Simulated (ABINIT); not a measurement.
The system is Se.

```xyz
3
Lattice="4.3662 0.0000 0.0000 -2.1831 3.7812 0.0000 0.0000 0.0000 4.9536" Properties=species:S:1:pos:R:3 pbc="T T T"
Se    1.6910    2.9289    0.0000
Se   -0.4921    0.8523    3.3024
Se    0.9841    0.0000    1.6512
```

Base run:

- Program: ABINIT 10.8.3 (patched build)
- Functional: PBE
- Potentials or basis: JTH PAW PBE v2.0
- Cutoff: 408 eV
- k mesh: 9 × 9 × 8
- Occupations: fermi-dirac, width 0.05 eV
- Spin: no spin polarisation

Its results: band gap on the k mesh 1.03 eV, indirect (least direct gap 1.26 eV); pressure 2.7 GPa; largest force 0.422 eV/Å.

Problem. The run is repeated on the same cell with these changes: k mesh from 9 × 9 × 8 to 4 × 4 × 4. What comes out?

Solution. Band gap on the k mesh 1.20 eV, indirect (least direct gap 1.65 eV); pressure 2.7 GPa; largest force 0.423 eV/Å.

Caveats: an odd mesh through Γ misses points on the zone boundary, where band edges often lie (some runs).
